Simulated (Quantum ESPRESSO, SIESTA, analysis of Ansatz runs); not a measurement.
# Levels of B_C in SiC (F-43m), rung by rung (SIESTA and Quantum ESPRESSO), part 2 of 3

Question: at which Fermi levels does B_C in SiC (F-43m) change its charge, and how much of the answer depends on the basis and the program? The model is a cell of 54 host atoms with 1 C taken out and 1 B put in.

SIESTA and Quantum ESPRESSO ; SIESTA numerical-orbital DFT, PBEsol, DZP basis, PseudoDojo 0.4.1 potentials converted to PSML; charged supercells in a uniform background, point-charge correction with alignment at far sites.

So far. Step 2 (Band edges): The gap at this level is 1.23 eV.

## Step 3: Relaxing each charge state

Level of this step: SIESTA numerical-orbital DFT, PBEsol, DZP basis, PseudoDojo 0.4.1 potentials converted to PSML; relaxation of all atoms of a defect supercell (SIESTA).

Each state starts from the atoms near the defect displaced at random, so that no symmetry of the ideal site is imposed. An odd electron count needs spin polarisation, and the total moment is held fixed to keep the state apart from its neighbours in spin. Charge 0 is shown in full.

defect.fdf

```
SystemName                      Si27BC26
SystemLabel                     defect
NumberOfSpecies                 3
NumberOfAtoms                   54
%block ChemicalSpeciesLabel
  1   14 Si
  2    6 C
  3    5 B
%endblock ChemicalSpeciesLabel
LatticeConstant                 1.0 Ang
%block LatticeVectors
     0.000003000     6.564408000     6.564408000
     6.564408000     0.000003000     6.564408000
     6.564408000     6.564408000     0.000003000
%endblock LatticeVectors
AtomicCoordinatesFormat         Fractional
%block AtomicCoordinatesAndAtomicSpecies
     0.000001066     0.000001066     0.000001066  1
     0.083332324     0.083332324     0.083332324  2
     0.000001066     0.000001066     0.333334400  1
     0.083332324     0.083332324     0.416665657  2
     0.000001066     0.000001066     0.666667733  1
     0.083417837     0.077107096     0.753520158  2
     0.000001066     0.333334400     0.000001066  1
     0.083332324     0.416665657     0.083332324  2
     0.000001066     0.333334400     0.333334400  1
     0.078262166     0.418675099     0.414761791  2
     0.001502812     0.329649462     0.672220215  1
     0.088314264     0.418719437     0.745027207  2
     0.000001066     0.666667733     0.000001066  1
     0.086920808     0.744315881     0.082072311  2
     0.002958516     0.663245472     0.337894031  1
     0.082099800     0.751077126     0.422002260  2
    -0.001141918     0.662710102     0.665473797  1
     0.081848852     0.750742281     0.745125560  2
     0.333334400     0.000001066     0.000001066  1
     0.416665657     0.083332324     0.083332324  2
     0.333334400     0.000001066     0.333334400  1
     0.421465453     0.078480767     0.419083107  2
     0.329526557     0.005949938     0.663889082  1
     0.421075883     0.086462332     0.745815608  2
     0.333334400     0.333334400     0.000001066  1
     0.417106351     0.411813668     0.082034376  2
     0.327517027     0.333363314     0.338154819  1
     0.422179125     0.414948180     0.411812719  3
     0.333028303     0.327652983     0.671626031  1
     0.412478289     0.422398902     0.747434798  2
     0.336888034     0.662864597     0.004056014  1
     0.418945186     0.754682363     0.078028105  2
     0.337318318     0.669229643     0.327400914  1
     0.419518896     0.754266629     0.411329122  2
     0.338945495     0.662195609     0.664383125  1
     0.416665657     0.749998991     0.749998991  2
     0.666667733     0.000001066     0.000001066  1
     0.749798741     0.077658132     0.088334140  2
     0.663564154     0.005062783     0.329126875  1
     0.752837473     0.079083810     0.421302291  2
     0.668744864    -0.006429574     0.670042834  1
     0.743470020     0.084814130     0.752045057  2
     0.671838356     0.330645067    -0.004477629  1
     0.750235176     0.410445499     0.087150769  2
     0.670342579     0.330927001     0.337054575  1
     0.752075490     0.421873221     0.412855065  2
     0.661879664     0.334666861     0.664697938  1
     0.749998991     0.416665657     0.749998991  2
     0.671067459     0.661754788    -0.002424661  1
     0.752943538     0.748265929     0.077951204  2
     0.662739907     0.667650149     0.330489382  1
     0.749998991     0.749998991     0.416665657  2
     0.666667733     0.666667733     0.666667733  1
     0.749998991     0.749998991     0.749998991  2
%endblock AtomicCoordinatesAndAtomicSpecies
%block kgrid.MonkhorstPack
    2   0   0  0.50
    0   2   0  0.50
    0   0   2  0.50
%endblock kgrid.MonkhorstPack
XC.Functional                   GGA
XC.Authors                      PBEsol
PAO.BasisSize                   DZP
PAO.EnergyShift                 0.005 Ry
Mesh.Cutoff                     300 Ry
Spin                            polarized
%block DM.InitSpin
    27   0.200
    28   0.200
    29   0.200
    33   0.200
    45   0.200
%endblock DM.InitSpin
Spin.Fix                        true
Spin.Total                      1.0
OccupationFunction              FD
ElectronicTemperature           0.01 eV
MaxSCFIterations                150
SCF.MustConverge                true
SCF.Mixer.Method                Pulay
SCF.Mixer.Weight                0.1
SCF.Mixer.History               10
SCF.DM.Tolerance                3.0e-4
SCF.H.Tolerance                 3.0e-3 eV
WriteForces                     true
Charge.Mulliken                 end
SaveRho                         true
SaveElectrostaticPotential      true
Charge.Hirshfeld                end
Charge.Voronoi                  end
MD.TypeOfRun                    Broyden
MD.Steps                        90
MD.MaxForceTol                  0.04 eV/Ang
MD.MaxDispl                     0.15 Ang
WriteCoorStep                   true
AtomCoorFormatOut               Fractional
```

Launch:

```bash
$ OMP_NUM_THREADS=1 siesta defect.fdf > defect.out
```

What it wrote:

```text
Version         : 5.4.2

                           ***********************
                           *  WELCOME TO SIESTA  *
                           ***********************

[...]
reinit: Reading from file defect.fdf

reinit: -----------------------------------------------------------------------
reinit: System Name: Si27BC26
reinit: -----------------------------------------------------------------------
reinit: System Label: defect
reinit: -----------------------------------------------------------------------

[...]
initatom: Reading input for the pseudopotentials and atomic orbitals ----------
Species number:   1 Atomic number:   14 Label: Si
Species number:   2 Atomic number:    6 Label: C
Species number:   3 Atomic number:    5 Label: B

[... pseudopotential checks and orbital generation ...]

prinput: Basis input

PAO.BasisType split

%block ChemicalSpeciesLabel
    1   14 Si                      # Species index, atomic number, species label
    2    6 C                       # Species index, atomic number, species label
    3    5 B                       # Species index, atomic number, species label
%endblock ChemicalSpeciesLabel

%block PAO.Basis                 # Define Basis set
# WARNING: This information might be incomplete!
Si                    2                    # Species label, number of l-shells
 n=3   0   2                         # n, l, Nzeta
   5.819      3.988
   1.000      1.000
 n=3   1   2 P   1                   # n, l, Nzeta, Polarization, NzetaPol
   7.489      5.207
   1.000      1.000
C                     2                    # Species label, number of l-shells
 n=2   0   2                         # n, l, Nzeta
   4.859      3.157
   1.000      1.000
 n=2   1   2 P   1                   # n, l, Nzeta, Polarization, NzetaPol
   5.984      3.889
   1.000      1.000
B                     2                    # Species label, number of l-shells
 n=2   0   2                         # n, l, Nzeta
   5.715      3.824
   1.000      1.000
 n=2   1   2 P   1                   # n, l, Nzeta, Polarization, NzetaPol
[...]
%endblock PAO.Basis

prinput: ----------------------------------------------------------------------

coor:   Atomic-coordinates input format  =     Fractional

[...]
siesta: System type = bulk

initatomlists: Number of atoms, orbitals, and projectors:     54   702   702

[... echo of the settings ...]

siesta: k-grid: Number of k-points = 4
siesta: k-points from Monkhorst-Pack grid
siesta: k-cutoff (effective) =     9.283 Ang
siesta: k-point supercell and displacements
siesta: k-grid:     2     0     0      0.500
siesta: k-grid:     0     2     0      0.500
siesta: k-grid:     0     0     2      0.500

diag: Algorithm                                     = D&C
diag: Absolute tolerance                            =  0.100E-15
diag: Orthogonalization factor                      =  0.100E-05

superc: Internal auxiliary supercell:     3 x     3 x     3  =      27
superc: Number of atoms, orbitals, and projectors:   1458  18954  18954

                     ====================================
                        Begin Broyden opt. move =      0
                     ====================================

[...]
superc: Internal auxiliary supercell:     3 x     3 x     3  =      27
superc: Number of atoms, orbitals, and projectors:   1458  18954  18954

outcell: Unit cell vectors (Ang):
        0.000003    6.564408    6.564408
        6.564408    0.000003    6.564408
        6.564408    6.564408    0.000003

outcell: Cell vector modules (Ang)   :    9.283475    9.283475    9.283475
outcell: Cell angles (23,13,12) (deg):     60.0000     60.0000     60.0000
outcell: Cell volume (Ang**3)        :    565.7394
[...]
Initializing Density Matrix...

[...]
DM filled with atomic data (user-defined):

InitMesh: MESH = 80 x 80 x 80 = 512000
InitMesh: Mesh cutoff (required, used) =   300.000   307.859 Ry

[...]
iscf     Eharris(eV)        E_KS(eV)     FreeEng(eV)     dDmax     Ef_up Ef_dn(eV) dHmax(eV)
   scf:    1    -7125.852776    -7392.104076    -7392.106093  0.930393 -8.098790 -8.461339  6.354886
[...]
scf:    2    -7430.041742    -7411.853261    -7411.856354  0.029042 -7.696500 -8.041984  4.915587
[...]
scf:    3    -7451.743523    -7439.130801    -7439.133660  0.090429 -6.474571 -6.792773  0.888225
[...]
scf:    4    -7439.360557    -7439.328855    -7439.331649  0.011718 -6.373034 -6.711564  0.412071
[...]
scf:    5    -7439.323016    -7439.334729    -7439.338237  0.003515 -6.362450 -6.688039  0.204640
[...]
scf:    6    -7439.370718    -7439.354079    -7439.357596  0.003437 -6.350599 -6.668208  0.093054
[...]
scf:    7    -7439.380767    -7439.368868    -7439.372377  0.003995 -6.341740 -6.646886  0.049096
[...]
scf:    8    -7439.370610    -7439.369836    -7439.373354  0.000724 -6.341406 -6.643050  0.046029
[...]
scf:    9    -7439.372269    -7439.371177    -7439.374692  0.001047 -6.341892 -6.638887  0.014003
[...]
scf:   10    -7439.371375    -7439.371284    -7439.374799  0.000350 -6.343325 -6.637739  0.007965
[...]
spin moment: {S} , |S| = {        0.0        0.0    1.00000 }     1.00000

SCF Convergence by DM+H criterion
[...]
DM extrapolation coefficients:
1   1.00000
New DM after history re-use:

[...]
iscf     Eharris(eV)        E_KS(eV)     FreeEng(eV)     dDmax     Ef_up Ef_dn(eV) dHmax(eV)
   scf:    1    -7440.353704    -7440.351000    -7440.355348  0.016843 -6.312720 -6.557861  0.031639
[...]
scf:    2    -7440.342952    -7440.348614    -7440.353057  0.000778 -6.322252 -6.567030  0.113964
[...]
scf:    3    -7440.351823    -7440.351212    -7440.355584  0.000625 -6.314600 -6.559832  0.003872
[...]
scf:    4    -7440.351227    -7440.351220    -7440.355593  0.000034 -6.314604 -6.559761  0.001902
     spin moment: {S} , |S| = {        0.0        0.0    1.00000 }     1.00000

SCF Convergence by DM+H criterion
[...]
SCF cycle converged after 4 iterations

[...]
siesta: E_KS(eV) =            -7440.3512

siesta: Atomic forces (eV/Ang):
     1   -0.001003   -0.012996    0.016319
     2    0.012451   -0.021262    0.008341
     3   -0.005084   -0.019084    0.001390
     4   -0.023522    0.005571   -0.016657
     5   -0.017116    0.008539   -0.005107
     6   -0.014254   -0.008680    0.018493
     7    0.014062   -0.021106    0.001791
     8   -0.003990   -0.006479   -0.001704
     9   -0.014891    0.005519   -0.010637
    10   -0.006890   -0.007386    0.006457
[...]
50    0.008906    0.005184   -0.007262
    51    0.000324    0.013069   -0.007180
    52   -0.000199    0.002241    0.000855
    53    0.002956   -0.004988    0.008272
    54    0.022939    0.001681    0.001889
   Tot   -0.000047    0.000213   -0.001092
   Max    0.030118
   Res    0.010890    sqrt( Sum f_i^2 / 3N )
   Max    0.030118    constrained

Stress tensor Voigt[x,y,z,yz,xz,xy] (kbar):      -17.79      -19.52      -18.64       -3.03       -4.65       -3.49
[...]
outcoor: Relaxed atomic coordinates (fractional):
    0.00036017   -0.00132091    0.00027015   1       1  Si
    0.08414723    0.08196305    0.08331309   2       2  C
    0.00107557   -0.00043835    0.33311716   1       3  Si
    0.08353770    0.08329206    0.41625424   2       4  C
    0.00015671   -0.00028781    0.66644644   1       5  Si
    0.08348771    0.08245116    0.75031934   2       6  C
    0.00140112    0.33169569    0.00025040   1       7  Si
    0.08378800    0.41585213    0.08296513   2       8  C
    0.00026069    0.33333072    0.33318402   1       9  Si
    0.08106803    0.41579873    0.41666018   2      10  C
    0.00025819    0.33244765    0.66627441   1      11  Si
    0.08209031    0.41601592    0.75092133   2      12  C
    0.00072130    0.66596896   -0.00060231   1      13  Si
    0.08415840    0.74878228    0.08316575   2      14  C
    0.00088631    0.66529411    0.33322942   1      15  Si
    0.08237088    0.75066557    0.41642291   2      16  C
    0.00078563    0.66593918    0.66618216   1      17  Si
    0.08383525    0.74962428    0.74930360   2      18  C
    0.33402762   -0.00061138   -0.00003814   1      19  Si
    0.41686010    0.08308206    0.08279912   2      20  C
[...]
0.41619006    0.41585646    0.41493074   3      28  B
[...]
0.67405455    0.33097546    0.33204221   1      45  Si
    0.75232366    0.41657497    0.41637502   2      46  C
    0.66682325    0.33309613    0.66640563   1      47  Si
    0.75013837    0.41568704    0.75038970   2      48  C
    0.66784319    0.66575025   -0.00074033   1      49  Si
    0.75070757    0.74934705    0.08272042   2      50  C
    0.66717927    0.66655683    0.33282586   1      51  Si
    0.75066151    0.74931601    0.41652546   2      52  C
    0.66716480    0.66563773    0.66649377   1      53  Si
    0.75091541    0.74890314    0.74943267   2      54  C

[...]
siesta: Final energy (eV):
siesta:  Band Struct. =   -2720.843569
siesta:       Kinetic =    4184.221540
siesta:       Hartree =     830.689960
[...]
siesta:         Exch. =   -2422.007807
siesta:         Corr. =    -303.685819
[...]
siesta:   Exch.-corr. =   -2725.693626
siesta:  Ion-electron =   -5607.044394
siesta:       Ion-ion =   -4122.524701
[...]
siesta:         Total =   -7440.351220
siesta:      Fermi_up =      -6.314604
siesta:      Fermi_dn =      -6.559761

siesta: Stress tensor (static) (eV/Ang**3):
siesta:    -0.011105   -0.002181   -0.002902
siesta:    -0.002181   -0.012186   -0.001892
siesta:    -0.002902   -0.001893   -0.011633

siesta: Cell volume =        565.739362 Ang**3

siesta: Pressure (static):
siesta:                Solid            Molecule  Units
siesta:           0.00012679          0.00012368  Ry/Bohr**3
siesta:           0.01164132          0.01135552  eV/Ang**3
siesta:          18.65144602         18.19354341  kBar

[...]
mulliken: Qtot =      108.000

[...]
mulliken: Qtot =      107.000

Mulliken Atomic Populations:
Atom #   charge [q] valence [e]      Sz [e]  Species
     1    -0.112785    4.112785    0.000334  Si
     2     0.110081    3.889919    0.007953  C
     3    -0.121686    4.121686    0.015008  Si
     4     0.107908    3.892092    0.008484  C
     5    -0.111444    4.111444    0.001197  Si
     6     0.110210    3.889790    0.002668  C
     7    -0.121133    4.121133    0.016429  Si
     8     0.108384    3.891616    0.008547  C
     9    -0.124517    4.124517    0.006435  Si
    10     0.113249    3.886751    0.018330  C
    11    -0.121264    4.121264   -0.000317  Si
    12     0.112724    3.887276    0.057594  C
    13    -0.111416    4.111416    0.001101  Si
    14     0.109854    3.890146    0.002926  C
    15    -0.120759    4.120759   -0.000140  Si
    16     0.113095    3.886905    0.051056  C
    17    -0.122309    4.122309   -0.000957  Si
    18     0.110128    3.889872    0.002465  C
    19    -0.122040    4.122040    0.013978  Si
    20     0.107798    3.892202    0.008486  C
[...]
28     0.008548    2.991452    0.242752  B
[...]
45    -0.041677    4.041677    0.065378  Si
    46     0.115996    3.884004    0.017378  C
    47    -0.119843    4.119843    0.000420  Si
    48     0.110643    3.889357    0.010011  C
    49    -0.121723    4.121723   -0.000946  Si
    50     0.110241    3.889759    0.002618  C
    51    -0.120216    4.120216    0.000472  Si
    52     0.110269    3.889731    0.009927  C
    53    -0.108954    4.108954    0.000931  Si
    54     0.111621    3.888379    0.009672  C
 Total     0.000000                1.000000

[...]
Job completed
```

Wall time 51 min (1 MPI rank of Intel Xeon 6975P-C (Granite Rapids), shared host); peak memory 1.2 GiB.

The steps and moves of this run count from the displaced start.

Relaxation path:

| step | energy less that of the first step (eV) | largest force (eV/Å) |
| --- | --- | --- |
| 0 | 0.0000 | 2.1789 |
| 1 | -0.8103 | 0.6237 |
| 2 | -0.9152 | 0.3005 |
| 3 | -0.9539 | 0.1368 |
| 4 | -0.9680 | 0.0876 |
| 5 | -0.9750 | 0.0534 |
| 6 | -0.9799 | 0.0356 |

The atoms that moved most (Å):

| atom | dx | dy | dz | length |
| --- | --- | --- | --- | --- |
| Si27 | -0.063 | -0.019 | 0.009 | 0.067 |
| C24 | -0.003 | 0.011 | -0.062 | 0.063 |
| C12 | 0.021 | -0.002 | -0.059 | 0.062 |
| C30 | -0.012 | 0.054 | -0.008 | 0.056 |
| C44 | -0.004 | -0.027 | 0.047 | 0.054 |
| Si23 | -0.028 | 0.042 | -0.016 | 0.053 |
| C16 | -0.039 | -0.035 | -0.001 | 0.053 |
| Si11 | -0.021 | -0.047 | 0.010 | 0.053 |

Neighbours of B28 at the end:

| atom | distance (Å) |
| --- | --- |
| Si27 | 1.922 |
| Si33 | 1.950 |
| Si29 | 1.954 |
| Si45 | 1.955 |
| C26 | 3.101 |
| C10 | 3.103 |
| C16 | 3.104 |
| C22 | 3.104 |
| C32 | 3.107 |
| C44 | 3.108 |
| C12 | 3.110 |
| C40 | 3.115 |
| C24 | 3.117 |
| C30 | 3.129 |
| C46 | 3.131 |
| C34 | 3.133 |

Energies on the run's own zero. States near gap, by row:

| spin | k | band | energy (eV) | filled by count |
| --- | --- | --- | --- | --- |
| up | 0 | 104 | -7.197 | 1 |
| up | 0 | 105 | -7.194 | 1 |
| up | 0 | 106 | -7.048 | 1 |
| up | 0 | 107 | -6.6 | 1 |
| up | 0 | 108 | -6.597 | 1 |
| up | 0 | 109 | -4.458 | 0 |
| up | 0 | 110 | -4.456 | 0 |
| up | 0 | 111 | -4.423 | 0 |
| up | 0 | 112 | -3.731 | 0 |
| up | 1 | 104 | -7.538 | 1 |
| up | 1 | 105 | -7.335 | 1 |
| up | 1 | 106 | -7.311 | 1 |
| up | 1 | 107 | -6.897 | 1 |
| up | 1 | 108 | -6.731 | 1 |
| up | 1 | 109 | -5.041 | 0 |
| up | 1 | 110 | -3.823 | 0 |
| up | 1 | 111 | -3.816 | 0 |
| up | 1 | 112 | -3.307 | 0 |
| down | 0 | 103 | -7.508 | 1 |
| down | 0 | 104 | -7.145 | 1 |
| down | 0 | 105 | -7.143 | 1 |
| down | 0 | 106 | -6.976 | 1 |
| down | 0 | 107 | -6.413 | 1 |
| down | 0 | 108 | -6.391 | 0 |
| down | 0 | 109 | -4.447 | 0 |
| down | 0 | 110 | -4.447 | 0 |
| down | 0 | 111 | -4.415 | 0 |
| down | 1 | 103 | -7.607 | 1 |
| down | 1 | 104 | -7.521 | 1 |
| down | 1 | 105 | -7.252 | 1 |
| down | 1 | 106 | -7.226 | 1 |
| down | 1 | 107 | -6.831 | 1 |
| down | 1 | 108 | -6.56 | 0 |
| down | 1 | 109 | -5.029 | 0 |
| down | 1 | 110 | -3.808 | 0 |
| down | 1 | 111 | -3.801 | 0 |

The states that were run, at 2×2×2 shifted by half a step, on 1 MPI rank of Intel Xeon 6975P-C (Granite Rapids), shared host:

| charge | moment (μB) | outcome | structures computed | largest displacement of a host atom from its site (Å) | lowest empty less highest filled level (eV) | time |
| --- | --- | --- | --- | --- | --- | --- |
| −1 | 0 | converged | 7 | 0.03 | 1.35 | 25 min |
| +1 | 0 | converged | 7 | 0.08 | -0.13 | 29 min |
| 0 | 1 | converged | 7 | 0.06 | -0.15 | 51 min |
| +1 | 2 | converged | 7 | 0.09 | -0.05 | 58 min |

At charge +1 (moment 0 μB), 0 and +1 (moment 2 μB) filled and empty levels, counted over both spins and all k-points, touch or overlap: the last carrier shares a level or a band, or the held moment keeps an electron of one spin above an empty level of the other.

Against the host's sites the lattice moves most at charge +1 (0.09 Å); the smallest move among the states is 0.03 Å.

[end of part 2 of 3]

[Logs are printed without paths, hosts, clocks, repeated set-up lines and the standing remarks that a program may print on its own settings, such as how far it seeks lower states.]

[Hosts, paths, dates, database ids (printed as entryN), source tags and the programs' standing remarks are cut or masked in the printed files.]

[For some hosts the program warned that the k-mesh of the response run may be too coarse for force constants and the static dielectric constant; such warnings are not shown here.]

[Charge tables in the logs are Mulliken or Hirshfeld populations, whose sizes and signs can differ; where basis functions stand at a vacancy, SIESTA counts their charge against the missing atom's valence.]

[In relaxation paths of CP2K, step 0 can be the structure after the first move, since the trajectory file begins there, and the last row can be the final structure solved once more.]
